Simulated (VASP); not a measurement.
Here is a VASP 6.6.1 calculation.

INCAR

```
PREC = Accurate ; ENCUT = 600
EDIFF = 1E-7 ; ISMEAR = 1
SIGMA = 0.1 ; LREAL = F
LASPH = T ; NELM = 80
ALGO = Normal ; ISIF = 3
LWAVE = F ; LCHARG = F
GGA = RP ; IBRION = 2
NSW = 90 ; EDIFFG = -0.005
```

The input KPOINTS:

```
Automatic mesh
0
Gamma
  18 18 18
```

File POSCAR:

```
Cu                                      
1.0
    0.0000000000      1.8402162191      1.8402162191
    1.8402162191      0.0000000000      1.8402162191
    1.8402162191      1.8402162191      0.0000000000
  Cu            
     1
Direct
     0.0000000000000000    0.0000000000000000    0.0000000000000000
```

Potentials or basis: VASP PAW PBE potentials, release 64 (Cu).

Command:

```console
$ cat potpaw_PBE.64/Cu/POTCAR > POTCAR
$ mpirun -np 1 vasp_std > vasp.out
```

Predict the band gap on the k mesh.

none (metal or under the smearing width).

Final structure:
```
CELL_PARAMETERS angstrom
0.00000 1.84022 1.84022
1.84022 0.00000 1.84022
1.84022 1.84022 0.00000
ATOMIC_POSITIONS crystal
Cu 0.00000 0.00000 0.00000
```

Caveat: the relaxation stopped at its first step, so nothing moved.
